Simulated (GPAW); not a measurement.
The system is MnS.

```
CELL_PARAMETERS angstrom
0.00000 2.47346 2.47346
2.47346 0.00000 2.47346
2.47346 2.47346 0.00000
ATOMIC_POSITIONS crystal
Mn 0.00000 0.00000 0.00000
S 0.75000 0.75000 0.75000
```

The cell is a database's computed one.

Base run:

```yaml
Program: GPAW 26.7.0
Functional: PBEsol
Potentials_or_basis: PAW data sets generated in the run's folder for this functional
Cutoff: 600 eV
Basis: pw
k_mesh: 9 × 9 × 9
Occupations: fermi-dirac, width 0.05 eV
Spin: collinear spin, ferromagnetic start
Starting_moments: "[4.0, 0.0] μB"
Hubbard_terms: Mn d U = 3 eV
```

Its results: pressure 43.8 GPa; net moment 4.24 μB per cell; site moments Mn +3.88; S +0.02 μB.

Task: After a change of settings the same cell gave: pressure 21.1 GPa; net moment 3.06 μB per cell; site moments Mn +2.88; S -0.03 μB. Which change was it?
A. hubbard terms from Mn d U = 3 eV to Mn d U = 1 eV
B. hubbard terms from Mn d U = 3 eV to none
C. hubbard terms from Mn d U = 3 eV to Mn d U = 2 eV

Result: A.

Caveats: a cell with one magnetic atom can't hold antiferromagnetic order, which such compounds often take; a pressure of tens of GPa on the cell as given is suspect, and the run, the potentials or the cell itself is likely at fault (some runs).
